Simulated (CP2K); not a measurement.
WC (Qusongite) in CP2K: the effect of functional

Crystal: WC (Qusongite).

```
W C
1.0
     2.90650    0.00000    0.00000
    -1.45325    2.51710    0.00000
     0.00000    0.00000    2.83660
W C
1 1
Direct
  0.00000 0.00000 0.00000
  0.66667 0.33333 0.50000
```

Alike in all runs:

* Program: CP2K 2026.2
* Task: band structure
* Potentials or basis: POTENTIAL_UZH W GTH-PBE-q14, C GTH-PBE-q4; TZVP-MOLOPT-PBE-GTH basis
* Density cutoff: 9184 eV
* k mesh: 10 × 10 × 9
* Occupations: fermi-dirac, width 0.05 eV
* Spin: no spin polarisation

```tsv
functional	pressure (GPa)
PBE	?
LDA	-6.5
PBEsol	-4.0
vdW-DF2	22.1
BLYP	15.9
vdW-DF-cx	-1.9
HLE17	-34.4
```

Problem. What does the run with functional PBE give?

Solution. Pressure 2.7 GPa.

Caveats: the basis of atomic orbitals isn't converged, which shifts pressures, moduli and gaps; the potentials were made for another functional, which shifts forces and pressure (some runs); the potentials were made for a functional far from this one (some runs); the cell as given lies far from equilibrium (some runs).
